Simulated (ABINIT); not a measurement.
Runs of ABINIT 10.8.3 (patched build) on MgO. It takes space group Fm-3m (No. 225, cubic). The conventional cell has a = 4.194 Å, b = 4.194 Å, c = 4.194 Å, α = 90.00°, β = 90.00°, γ = 90.00°. Mg (site symmetry m-3m) is surrounded by 6 O at 2.10 Å. Around O (site symmetry m-3m) lie 6 Mg at 2.10 Å. The cell is a database's computed one.

```csv
task,level,potentials or basis,k mesh,cutoff (eV),fine-grid cutoff,gap on the mesh (eV),pressure (GPa),V0 of scaled cells (Å³/atom),B0 (GPa)
band structure,LDA,PseudoDojo NC SR LDA v0.4 stringent,11 × 11 × 11,1252,-,(c),(a),-,-
single point,r2SCAN,Ansatz NC r2SCAN,11 × 11 × 11,1524,-,5.76,-,-,-
equation of state,AM05,JTH PAW PBE v2.0,11 × 11 × 11,626,1224.51 eV,-,-,9.43,154
single point,PBE,JTH PAW PBE v2.0,9 × 9 × 9,626,1224.51 eV,(b),7.1,-,-
equation of state,BLYP+D3,JTH PAW PBE v2.0,11 × 11 × 11,626,1224.51 eV,-,-,9.31,159
```

Alike in all rows: no spin polarisation; cell as given; smearing fermi-dirac 0.05 eV.

Fill in the values left out.

(a) -3.8; (b) 4.86; (c) 4.81.

Caveats: an odd mesh through Γ misses points on the zone boundary, where band edges often lie (some runs); pressures at fixed basis lie under the slope of the energies (some runs); the PAW data sets were made with another functional, which shifts forces and pressure a little (some runs).

Not every run made on this cell is shown here.
